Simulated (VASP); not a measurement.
# Zr in VASP: single point with LDA

Aim: the single point of Zr with LDA.

Program: VASP 6.6.1. These are calculated values, not measurements. Logs are shortened: lines on timing, memory, paths and dates and some standing lists are left out, and cuts for length are marked.

### Step 1. The cell of the first run

The cell holds a slab with vacuum, 5 atoms: a = 3.143 Å, b = 3.143 Å, c = 25.183 Å, α = 90.00°, β = 90.00°, γ = 120.00°.

The slab is cut from a database's or a generator's crystal, which needn't be the stable form of the element.

### Step 2. Single point, LDA ((0 0 1) slab, atoms relaxed)

Input file INCAR:

```
  ALGO = Fast
  DIPOL = 0.5 0.5 0.500
  EDIFF = 1E-7
  ENCUT = 520
  GGA = CA
  IDIPOL = 3
  ISIF = 2
  ISMEAR = 0
  LASPH = T
  LCHARG = F
  LDIPOL = T
  LREAL = F
  LWAVE = F
  NBANDS = 38
  NELM = 100
  PREC = Accurate
  SIGMA = 0.1
```

Input file KPOINTS:

```
k-points
0
Gamma
  12 12 1
```

Input file POSCAR:

```
Zr
1.0
    3.1427549199      0.0000000000      0.0000000000
   -1.5713774599      2.7217055985      0.0000000000
    0.0000000000      0.0000000000     25.1832818545
Zr
5
Direct
    0.3333333333      0.6666666667      0.3024347708
    0.6666666667      0.3333333333      0.3969514042
    0.3333333333      0.6666666667      0.5000000911
    0.6666666667      0.3333333333      0.6030485702
    0.3333333333      0.6666666667      0.6975651637
```

Potentials or basis: VASP PAW LDA potentials, release 64 (Zr_sv).

Launch:

```bash
$ cat potpaw_LDA.64/Zr_sv/POTCAR > POTCAR
$ mpirun -np 1 vasp_std > vasp.out
```

OUTCAR:

```text
EDIFF = 1E-7
   ENCUT = 520
   GGA = CA
   ISIF = 2
   ISMEAR = 0
   LASPH = T
   LREAL = F
   NELM = 100
   PREC = Accurate

 ion  position               nearest neighbor table
   1  0.333  0.667  0.302-   2 2.99   2 2.99   2 2.99
   2  0.667  0.333  0.397-   1 2.99   1 2.99   1 2.99   3 3.17   3 3.17   3 3.17
   3  0.333  0.667  0.500-   4 3.17   4 3.17   4 3.17   2 3.17   2 3.17   2 3.17
   4  0.667  0.333  0.603-   5 2.99   5 2.99   5 2.99   3 3.17   3 3.17   3 3.17
   5  0.333  0.667  0.698-   4 2.99   4 2.99   4 2.99

  LATTYP: Found a hexagonal cell.
 ALAT       =     3.1427549199
 C/A-ratio  =     8.0131230390

  Lattice vectors:

 A1 = (   3.1427549199,   0.0000000000,   0.0000000000)
 A2 = (  -1.5713774599,   2.7217055985,   0.0000000000)
 A3 = (   0.0000000000,   0.0000000000,  25.1832818545)

Analysis of symmetry for initial positions (statically):
=====================================================================
 Subroutine PRICEL returns:
 Original cell was already a primitive cell.

 Routine SETGRP: Setting up the symmetry group for a
 hexagonal supercell.

 Subroutine GETGRP returns: Found 12 space group operations
 (whereof 12 operations were pure point group operations)
 out of a pool of 24 trial point group operations.

The static configuration has the point symmetry D_3h.

Analysis of symmetry for dynamics (positions and initial velocities):
=====================================================================
 Subroutine PRICEL returns:
 Original cell was already a primitive cell.

 Routine SETGRP: Setting up the symmetry group for a
 hexagonal supercell.

 Subroutine GETGRP returns: Found 12 space group operations
 (whereof 12 operations were pure point group operations)
 out of a pool of 24 trial point group operations.

The dynamic configuration has the point symmetry D_3h.

 Subroutine INISYM returns: Found 12 space group operations
 (whereof 12 operations are pure point group operations),
 and found     1 'primitive' translations

----------------------------------------------------------------------------------------

                                     Primitive cell

  volume of cell :     215.4091

  direct lattice vectors                    reciprocal lattice vectors
     3.142754920  0.000000000  0.000000000     0.318192168  0.183708334  0.000000000
    -1.571377460  2.721705598  0.000000000     0.000000000  0.367416667  0.000000000
     0.000000000  0.000000000 25.183281854     0.000000000  0.000000000  0.039708883

  length of vectors
     3.142754920  3.142754920 25.183281854     0.367416667  0.367416667  0.039708883

  position of ions in fractional coordinates (direct lattice)
     0.333333333  0.666666667  0.302434771
     0.666666667  0.333333333  0.396951404
     0.333333333  0.666666667  0.500000091
     0.666666667  0.333333333  0.603048570
     0.333333333  0.666666667  0.697565164

  ion indices of the primitive-cell ions
   primitive index   ion index
                 1           1
                 2           2
                 3           3
                 4           4
                 5           5

----------------------------------------------------------------------------------------

 KPOINTS: k-points

Automatic generation of k-mesh.
 Grid dimensions read from file:
 generate k-points for:   12   12    1

 Generating k-lattice:

  Cartesian coordinates                     Fractional coordinates (reciprocal lattice)
     0.026516014  0.015309028  0.000000000     0.083333333  0.000000000  0.000000000
     0.000000000  0.030618056  0.000000000     0.000000000  0.083333333  0.000000000
     0.000000000  0.000000000  0.039708883     0.000000000  0.000000000  1.000000000

  Length of vectors
     0.030618056  0.030618056  0.039708883

  Shift w.r.t. Gamma in fractional coordinates (k-lattice)
     0.000000000  0.000000000  0.000000000

 Subroutine IBZKPT returns following result:
 ===========================================

 Found     19 irreducible k-points:

 Following reciprocal coordinates:
            Coordinates               Weight
  0.000000  0.000000  0.000000      1.000000
  0.083333  0.000000  0.000000      6.000000
  0.166667  0.000000  0.000000      6.000000
  0.250000  0.000000  0.000000      6.000000
  0.333333  0.000000  0.000000      6.000000
  0.416667  0.000000  0.000000      6.000000
[... 11 lines left out ...]
  0.333333  0.250000  0.000000     12.000000
  0.333333  0.333333  0.000000      2.000000
   k-points           NKPTS =     19   k-points in BZ     NKDIM =     19   number of bands    NBANDS=     38
   number of dos      NEDOS =    301   number of ions     NIONS =      5
   total plane-waves  NPLWV = 110592
   dimension x,y,z NGX =    24 NGY =   24 NGZ =  192
   dimension x,y,z NGXF=    48 NGYF=   48 NGZF=  384
   ions per type =               5
   NGX,Y,Z   is equivalent  to a cutoff of  12.70, 12.70, 12.67 a.u.
   NGXF,Y,Z  is equivalent  to a cutoff of  25.39, 25.39, 25.35 a.u.
 SYSTEM =  unknown system
   PREC   = accura    normal or accurate (medium, high low for compatibility)
   ISTART =      0    job   : 0-new  1-cont  2-samecut
   ICHARG =      2    charge: 1-file 2-atom 10-const
   ISPIN  =      1    spin polarized calculation?
   LNONCOLLINEAR =      F non collinear calculations
   LSORBIT =      F    spin-orbit coupling
   LASPH  =      T    aspherical Exc in radial PAW
   ENCUT  =  520.0 eV  38.22 Ry    6.18 a.u.   5.84  5.84 46.82*2*pi/ulx,y,z
   NELM   =    100;   NELMIN=  2; NELMDL= -5     # of ELM steps
   EDIFF  = 0.1E-06   stopping-criterion for ELM
   LREAL  =      F    real-space projection
   EDIFFG = 0.1E-05   stopping-criterion for IOM
   NSW    =      0    number of steps for IOM
   IBRION =     -1    ionic relax: 0-MD 1-quasi-New 2-CG
   NFREE  =      0    steps in history (QN), initial steepest desc. (CG)
   ISIF   =      2    stress and relaxation
   ISYM   =      2    0-nonsym 1-usesym 2-fastsym
   POTIM  = 0.5000    time-step for ionic-motion
   TEBEG  =    0.0;   TEEND  =   0.0 temperature during run
   PSTRESS=    0.0 pullay stress
   NELECT =      60.0000    total number of electrons
   NUPDOWN=      -1.0000    fix difference up-down
   EMIN   =  10.00;   EMAX   =-10.00  energy-range for DOS
   EFERMI =   0.00;   METHOD = LEGACY
   ISMEAR =     0;   SIGMA  =   0.10  broadening in eV -4-tet -1-fermi 0-gaus
   EFERMI_NEDOS =   21; number of points for ismear=-14 and -15
   IALGO  =     68    algorithm
   IMIX   =      4    mixing-type and parameters
     AMIX     =   0.40;   BMIX     =  1.00
     AMIX_MAG =   1.60;   BMIX_MAG =  1.00
  volume/ion in A,a.u.               =      43.08       290.73
  Fermi-wavevector in a.u.,A,eV,Ry     =   1.069147  2.020394 15.552472  1.143074
  Thomas-Fermi vector in A             =   2.204817
   LORBIT       =      0    0 simple, 1 ext, 2 COOP (PROOUT), +10 PAW based schemes
   GGA     = CA    functional components
   LHFCALC =     F    Hartree Fock is set to
   AEXX    =    0.0000 exact exchange contribution
   IVDW    =     0    specifies the selected vdW correction
   LEPSILON=     F    determine dielectric tensor
   LRPA    =     F    only Hartree local field effects (RPA)
 non-spin polarized calculation
 RMM-DIIS sequential band-by-band and
 Gauss-broadening in eV      SIGMA  =   0.10
  energy-cutoff  :      520.00
  volume of cell :      215.41
 maximum number of plane-waves:      5836
 NGX is ok and might be reduce to    24
   NGX = 11   NGY = 11   NGZ = 93

 dipolmoment           0.000000      0.000000     -0.000000 electrons x Angstroem

 number of electron      59.9999999 magnetization

 dipolmoment           0.000000      0.000000      0.000000 electrons x Angstroem

 Free energy of the ion-electron system (eV)
  ---------------------------------------------------
  ext. energy  EPLUGINS =         0.00000000
  ---------------------------------------------------
  free energy    TOTEN  =       -44.55628519 eV

  energy without entropy =      -44.52433582  energy(sigma->0) =      -44.54031051

 E-fermi :   2.7477     XC(G=0):  -6.6526

 val. band max:        2.7430266035   @ k =   0.3333   0.2500   0.0000
 cond. band min:       2.7743944350   @ k =   0.3333   0.2500   0.0000
 fundamental gap:      0.0313678315
 Fermi energy:         2.7476748737

 k-point     1 :       0.0000    0.0000    0.0000
  band No.  band energies     occupation
      1     -45.8460      2.00000
      2     -45.8454      2.00000
      3     -45.5882      2.00000
      4     -45.4810      2.00000
      5     -45.4490      2.00000
      6     -24.4728      2.00000
[... 30 lines left out ...]
     37       3.7888      0.00000
     38       4.1043      0.00000

 k-point     2 :       0.0833    0.0000    0.0000
  band No.  band energies     occupation
      1     -45.8369      2.00000
      2     -45.8364      2.00000
      3     -45.5790      2.00000
      4     -45.4739      2.00000
      5     -45.4431      2.00000
      6     -24.4511      2.00000
[... 30 lines left out ...]
     37       3.8862      0.00000
     38       3.9329      0.00000

 k-point     3 :       0.1667    0.0000    0.0000
  band No.  band energies     occupation
      1     -45.8120      2.00000
      2     -45.8116      2.00000
      3     -45.5536      2.00000
      4     -45.4544      2.00000
      5     -45.4271      2.00000
      6     -24.3919      2.00000
[... 30 lines left out ...]
     37       4.0345      0.00000
[... 576 lines left out ...]
 k-point    18 :       0.3333    0.2500    0.0000
  band No.  band energies     occupation
      1     -45.6956      2.00000
      2     -45.6954      2.00000
      3     -45.4257      2.00000
      4     -45.3640      2.00000
      5     -45.3622      2.00000
      6     -24.3469      2.00000
[... 30 lines left out ...]
     37       4.4565      0.00000
     38       4.8469      0.00000

 k-point    19 :       0.3333    0.3333    0.0000
  band No.  band energies     occupation
      1     -45.6910      2.00000
      2     -45.6908      2.00000
      3     -45.4199      2.00000
      4     -45.3606      2.00000
      5     -45.3601      2.00000
      6     -24.2745      2.00000
[... 30 lines left out ...]
     37       4.5765      0.00000
     38       4.9156      0.00000

------------------------ aborting loop because EDIFF is reached ----------------------------------------

 vacuum level on the upper side and lower side of the slab       (xc-potential included)        -0.105        -0.105

  FORCE on cell =-STRESS in cart. coord.  units (eV):
  Direction    XX          YY          ZZ          XY          YZ          ZX
  --------------------------------------------------------------------------------------
  -------------------------------------------------------------------------------------
  Total       -0.9287678     -0.9287678      0.0314928     -0.0000000     -0.0000000      0.0000000
  in kB       -6.9080226     -6.9080226      0.2342380     -0.0000000     -0.0000000      0.0000000
  external PRESSURE =      -4.5272690 kB  Pullay stress =       0.0000000 kB

 VOLUME and BASIS-vectors are now :
 -----------------------------------------------------------------------------
  energy-cutoff  :      520.00
  volume of cell :      215.41
      direct lattice vectors                 reciprocal lattice vectors
     3.142754920  0.000000000  0.000000000     0.318192168  0.183708334  0.000000000
    -1.571377460  2.721705598  0.000000000     0.000000000  0.367416667  0.000000000
     0.000000000  0.000000000 25.183281854     0.000000000  0.000000000  0.039708883

 POSITION                                       TOTAL-FORCE (eV/Angst)
 -----------------------------------------------------------------------------------
     -0.00000      1.81447      7.61630        -0.000000     -0.000000     -0.017438
      1.57138      0.90724      9.99654         0.000000     -0.000000      0.017763
     -0.00000      1.81447     12.59164        -0.000000      0.000000     -0.000000
      1.57138      0.90724     15.18674         0.000000     -0.000000     -0.017763
     -0.00000      1.81447     17.56698        -0.000000     -0.000000      0.017438
 -----------------------------------------------------------------------------------
    total drift:                                0.000000     -0.000000      0.000046

  FREE ENERGIE OF THE ION-ELECTRON SYSTEM (eV)
  ---------------------------------------------------
  free  energy   TOTEN  =       -44.5562851914 eV

  energy  without entropy=      -44.5243358237  energy(sigma->0) =      -44.54031051

 vacuum level on the upper side and lower side of the slab         7.076         7.076
```

It took 7.2 min on 1 thread of AMD EPYC 9R45 (Zen 5), shared host; peak memory 0.27 GiB.

Results:

* Free energy: -44.5563 eV
* Largest force: 0.018 eV/Å
* Band gap on the k mesh: none (metal or under the smearing width)

Forces on the atoms (eV/Å):
```
Zr   0.000  0.000 -0.017
Zr   0.000  0.000  0.018
Zr   0.000  0.000  0.000
Zr   0.000  0.000 -0.018
Zr   0.000  0.000  0.017
```
